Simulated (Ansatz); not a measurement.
# SiNi: the cost of one run

Method: DFT PBE, scalar-relativistic, plane waves, PAW, in Ansatz 0.2.0.

2 further runs of the same task are left out: 1 that didn't finish, 1 set aside as unsound or not needed.

## 1. The structure to begin with

The structure is orthorhombic, space group Pnma (No. 62). The conventional cell has a = 5.154 Å, b = 3.375 Å, c = 5.620 Å, α = 90.00°, β = 90.00°, γ = 90.00°. Si (site symmetry m) has 6 Ni at 2.29 to 2.41 Å as nearest neighbours. Ni (site symmetry m) is surrounded by 6 Si at 2.29 to 2.41 Å.

Structure file:

```xyz
8
Lattice="5.1541 0.0000 0.0000 0.0000 3.3755 0.0000 0.0000 0.0000 5.6197" Properties=species:S:1:pos:R:3 pbc="T T T"
Si    1.6557    2.5316    0.4725
Si    0.9213    0.8439    3.2824
Si    4.2328    2.5316    2.3374
Si    3.4984    0.8439    5.1472
Ni    0.0424    0.8439    1.0592
Ni    2.5347    2.5316    3.8691
Ni    2.6194    0.8439    1.7506
Ni    5.1117    2.5316    4.5605
```

It is the result of an earlier relaxation at this level (volume 12.22 Å³/atom; gap on the mesh: none (metal)).

## 2. Electronic structure at the relaxed geometry

input.yaml

```yaml
crystal:
  lattice:
    - [5.1540864041, 0.0, 0.0]
    - [0.0, 3.3754899928, 0.0]
    - [0.0, 0.0, 5.6197139777]
  atoms:
    - { symbol: Si, position: [0.3212470394, 0.75, 0.0840781295] }
    - { symbol: Si, position: [0.1787529606, 0.25, 0.5840781295] }
    - { symbol: Si, position: [0.8212470394, 0.75, 0.4159218705] }
    - { symbol: Si, position: [0.6787529606, 0.25, 0.9159218705] }
    - { symbol: Ni, position: [0.0082175806, 0.25, 0.1884869325] }
    - { symbol: Ni, position: [0.4917824194, 0.75, 0.6884869325] }
    - { symbol: Ni, position: [0.5082175806, 0.25, 0.3115130675] }
    - { symbol: Ni, position: [0.9917824194, 0.75, 0.8115130675] }
basis:
  ecutwfc: 420
kpoints:
  mp_grid: { grid: [8, 10, 6] }
  band_path:
    path:
      - [[0.0, 0.0, 0.0], [0.5, 0.0, 0.0], [0.5, 0.5, 0.0], [0.0, 0.5, 0.0], [0.0, 0.0, 0.0], [0.0, 0.0, 0.5], [0.5, 0.0, 0.5], [0.5, 0.5, 0.5], [0.0, 0.5, 0.5], [0.0, 0.0, 0.5]]
      - [[0.5, 0.0, 0.0], [0.5, 0.0, 0.5]]
      - [[0.0, 0.5, 0.0], [0.0, 0.5, 0.5]]
      - [[0.5, 0.5, 0.0], [0.5, 0.5, 0.5]]
    npoints: 14
hamiltonian:
  xc: pbe
scf:
  occupations: { method: gaussian, width: 0.1 }
  n_extra_bands: 20
output:
  forces: true
  stress: true
  eigenvalues: true
  populations: true
  dos: { projected: true, de: 0.02, nscf_kmesh: { grid: [12, 15, 9] } }
  bader: true
```

Command:

```sh
> ansatz run input.yaml --threads 2 --pin off --max-ram 5120MiB --backend cpu --events-out ev --progress --plain --runs-dir out
```

Q: Estimate wall time and peak memory on 2 threads of Intel Xeon Platinum 8488C (Sapphire Rapids), shared host.

About 100 s, with a peak of 1.2 GiB.
